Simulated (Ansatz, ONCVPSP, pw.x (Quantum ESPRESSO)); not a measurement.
What a changed setting does to a pw.x run (sc H)

Potential: optimised norm-conserving Vanderbilt (ONCV), ONCVPSP 4.0.1, PBE; core none, reference 1s1; waves: 1s: rc 1.20 bohr, ncon 4, nbas 8, qcut 5.5 1/bohr, 2 projectors, debl 3.2 Ha; p scattering state at 0.22 Ha: rc 1.05 bohr, ncon 4, nbas 7, qcut 7.3 1/bohr, 2 projectors, debl 3.7 Ha; local part: polynomial inside 0.90 bohr (lpopt 5, dvloc0 -1 Ha); core correction: none.

The reference run (k-mesh 18³, cutoffs 90/360 Ry, Fermi–Dirac 0.01 Ry, mixing_beta 0.4, conv_thr 1e-9, no spin) gives 0.78 GPa at 3.057 Å³/atom, where all-electron LAPW gives 1.13 GPa. This run, with its own iteration cap, changes smearing to mp.

```
&control
  calculation='scf', prefix='x', pseudo_dir='./', outdir='./tmp', tstress=.true., disk_io='none'
/
&system
  ibrav=0, nat=1, ntyp=1, ecutwfc=90, ecutrho=360, nbnd=7,
  occupations='smearing', smearing='mp', degauss=0.01
/
&electrons
  conv_thr=1e-09, mixing_beta=0.4, electron_maxstep=50
/
ATOMIC_SPECIES
H 1.0 H.UPF
CELL_PARAMETERS angstrom
  1.45132657 0.00000000 0.00000000
  0.00000000 1.45132657 0.00000000
  0.00000000 0.00000000 1.45132657
ATOMIC_POSITIONS crystal
H 0.0000 0.0000 0.0000
K_POINTS automatic
18 18 18 0 0 0
```

```bash
pw.x < H.scf.in > H.scf.out
```

**Question.** How does the run end?

**Answer.** It converges in 5 iterations; the free energy moves by +3.0 meV/atom and the pressure by -0.15 GPa. This scheme is built to cancel the term in the square of the width that Fermi–Dirac smearing leaves in the F of a metal.

```
Message from routine setup:
     using ibrav=0 with symmetry is DISCOURAGED, use correct ibrav instead
     lattice parameter (alat)  =       2.7426  a.u.
     unit-cell volume          =      20.6297 (a.u.)^3
     number of electrons       =         1.00
     number of Kohn-Sham states=            7
     kinetic-energy cutoff     =      90.0000  Ry
     charge density cutoff     =     360.0000  Ry
     scf convergence threshold =      1.0E-09
     Exchange-correlation= PBE
     number of k points=   220  Methfessel-Paxton smearing, width (Ry)=  0.0100
     iteration #  1     ecut=    90.00 Ry     beta= 0.40
     total energy              =      -1.08468904 Ry
     estimated scf accuracy    <       0.00021931 Ry
     iteration #  2     ecut=    90.00 Ry     beta= 0.40
     total energy              =      -1.08472495 Ry
     estimated scf accuracy    <       0.00008244 Ry
     iteration #  3     ecut=    90.00 Ry     beta= 0.40
     total energy              =      -1.08472686 Ry
     estimated scf accuracy    <          9.0E-09 Ry
     iteration #  4     ecut=    90.00 Ry     beta= 0.40
     total energy              =      -1.08472688 Ry
     estimated scf accuracy    <       0.00000002 Ry
     iteration #  5     ecut=    90.00 Ry     beta= 0.40
     the Fermi energy is     2.8948 ev
!    total energy              =      -1.08472688 Ry
     estimated scf accuracy    <          8.7E-13 Ry
     smearing contrib. (-TS)   =      -0.00000781 Ry
     The total energy is F=E-TS. E is the sum of the following terms:
     one-electron contribution =       0.59072804 Ry
     hartree contribution      =       0.02669564 Ry
     xc contribution           =      -0.66761807 Ry
     ewald contribution        =      -1.03452469 Ry
     convergence has been achieved in   5 iterations
          total   stress  (Ry/bohr**3)                   (kbar)     P=        6.34
     Message from routine punch:
     Nothing written, as per user request (disk_io='none')
```

The run took about 3.3 s on one core of a shared host (AMD EPYC 9R14, 32 threads, 123 GiB, load 10).
